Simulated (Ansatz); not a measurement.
Cubic perovskite CsPbI3 (cubic high-temperature phase) was calculated with PBE0 in Ansatz (plane waves, PAW).

Numerical settings: plane-wave cutoff 460 eV, 4×4×4 k mesh, Fermi–Dirac smearing 0.01 eV, scalar-relativistic PAW data made under PBE.

The cell has the measured lattice: a = 6.289 Å, b = 6.289 Å, c = 6.289 Å, α = 90.00°, β = 90.00°, γ = 90.00°.

**Question.** Predict the band gap and direct gap at Γ.

**Answer.** 
- band gap: 2.41 eV (on the SCF k mesh)
- direct gap at Γ: 5.96 eV

Note: held by symmetry at 0 K, a high-temperature phase can be a saddle point; cell and atoms aren't relaxed at this level (pressure 0.6 GPa).

Spin–orbit coupling is not included; with these elements it can move the gap by several tenths of an eV or more.

Static lattice: no zero-point or thermal effects.

The result took about 5 core-minutes (a rough figure).

Ansatz is a program for electronic structure.
